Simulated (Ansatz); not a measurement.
**Mg2Si: frozen-core PAW against all-electron methods**

```xyz
3
Lattice="0.0000 3.2269 3.1950 3.2269 0.0000 3.1950 3.2269 3.2269 0.0000" Properties=species:S:1:pos:R:3 pbc="T T T"
Mg    1.6135    1.6135    1.5975
Mg    4.8404    4.8404    4.7925
Si    0.0000    0.0000    0.0000
```

Atoms are numbered in the order listed.

Conventional cell: a = 4.564 Å, b = 4.564 Å, c = 6.390 Å, α = 90.00°, β = 90.00°, γ = 90.00°. Around Mg (atom 1) lie 4 Si at 2.79 Å and 2 Mg at 3.19 to 3.20 Å. Si (atom 3) has 8 Mg at 2.79 Å as nearest neighbours.

The cell comes from COD entry 9009039, which wasn't checked; take it as a given geometry. It differs from other determinations. The listed cell was then made from it by scaling, straining or moving an atom.

All numbers are computed: DFT, LDA, PAW with Ansatz's default frozen-core files, scalar-relativistic (Ansatz 0.2.0); DFT, LDA, all-electron PAW with datasets made for the crystal, scalar-relativistic (Ansatz 0.2.0); DFT, LDA, all-electron LAPW, scalar-relativistic (Ansatz 0.2.0).

For PAW: a Γ-centred 11×11×11 k mesh, Fermi–Dirac smearing of 0.05 eV, cutoff 420 eV, no spin polarisation; the PAW files were made with PBE, and the program remakes their frozen cores for this functional. The crystal-made all-electron datasets (AE datasets) take a cutoff of 140 eV at this cell. LAPW targets a basis error of 1 meV/atom. The Ansatz runs share mesh, smearing and spin set-up. Plane-wave (PAW) pressures include the program's estimate of the Pulay term.

Stress and pressure are positive in compression.

The change that made this cell: equal xx and yy strain of +1 %.

```tsv
quantity	PAW	AE datasets	LAPW
pressure (GPa)	-4.07	-4.06	-4.06
stress xx (GPa)	-4.35	-4.35	-4.34
stress zz (GPa)	-3.50	-3.50	-3.49
band gap (eV)	0.185	0.187	0.156
largest principal field gradient Vzz at Si3 (10²¹ V/m²)	-0.12	-0.12	–
```

PAW's pressure differs from the LAPW value by about 0.01 GPa or less. Datasets made for the crystal and LAPW share parts of one code, so their agreement isn't an independent check.
